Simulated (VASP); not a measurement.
Wanted: the native input for a VASP 6.6.1 run.

- Task: band structure
- Functional: PBE
- Potentials or basis: VASP PAW PBE potentials, release 64 (Mg_sv_GW)
- Cutoff: 600 eV
- k mesh: 10 × 10 × 5
- Occupations: fermi-dirac, width 0.05 eV
- Spin: no spin polarisation
- Further INCAR settings: ALGO = Normal; EDIFF = 1e-06

Mg:

```
Mg
1.0
     3.20930    0.00000    0.00000
    -1.60465    2.77934    0.00000
     0.00000    0.00000    5.21030
Mg
2
Direct
  0.66667 0.33333 0.75000
  0.33333 0.66667 0.25000
```

The input as run:

POSCAR

```
Mg
1.0
    3.2093000000      0.0000000000      0.0000000000
   -1.6046500000      2.7793353284      0.0000000000
    0.0000000000      0.0000000000      5.2103000000
Mg
2
Direct
    0.6666666667      0.3333333333      0.7500000000
    0.3333333333      0.6666666667      0.2500000000
```

INCAR.step1

```
PREC = Accurate
ENCUT = 600
EDIFF = 1E-6
ISMEAR = -1
SIGMA = 0.05
LREAL = F
LASPH = T
NELM = 60
ALGO = Normal
ISIF = 2
LWAVE = F
LCHARG = T
GGA = PE
```

KPOINTS.step1

```
Automatic mesh
0
Gamma
  10 10 5
```

INCAR.step2

```
PREC = Accurate
ENCUT = 600
EDIFF = 1E-6
ISMEAR = 0
SIGMA = 0.05
LREAL = F
LASPH = T
NELM = 60
ALGO = Normal
ISIF = 2
LWAVE = F
LCHARG = F
GGA = PE
ICHARG = 11
```

KPOINTS.step2

```
path GMKGALHA,LM,KH
20
line-mode
reciprocal
 0.0000000000  0.0000000000  0.0000000000  G
 0.5000000000  0.0000000000  0.0000000000  M

 0.5000000000  0.0000000000  0.0000000000  M
 0.3333333333  0.3333333333  0.0000000000  K

 0.3333333333  0.3333333333  0.0000000000  K
 0.0000000000  0.0000000000  0.0000000000  G

 0.0000000000  0.0000000000  0.0000000000  G
 0.0000000000  0.0000000000  0.5000000000  A

 0.0000000000  0.0000000000  0.5000000000  A
 0.5000000000  0.0000000000  0.5000000000  L

 0.5000000000  0.0000000000  0.5000000000  L
 0.3333333333  0.3333333333  0.5000000000  H

 0.3333333333  0.3333333333  0.5000000000  H
 0.0000000000  0.0000000000  0.5000000000  A

 0.5000000000  0.0000000000  0.5000000000  L
 0.5000000000  0.0000000000  0.0000000000  M

 0.3333333333  0.3333333333  0.0000000000  K
 0.3333333333  0.3333333333  0.5000000000  H
```

Potentials or basis: VASP PAW PBE potentials, release 64 (Mg_sv_GW).

Run with:

```bash
$ cat potpaw_PBE.64/Mg_sv_GW/POTCAR > POTCAR
$ cp INCAR.step1 INCAR
$ cp KPOINTS.step1 KPOINTS
$ mpirun -np 1 vasp_std > vasp.out
$ cp INCAR.step2 INCAR
$ cp KPOINTS.step2 KPOINTS
$ mpirun -np 1 vasp_std > vasp.out
```

It gave:

The band gap along the path is none (metal or under the smearing width).

Caveat: the log is that of the step along the path at fixed density, whose energy, stress, charges and moments have no meaning.

It took 58 s on 1 thread of Intel(R) Xeon(R) Platinum 8488C (Sapphire Rapids), on a shared host, peak memory 0.26 GiB.
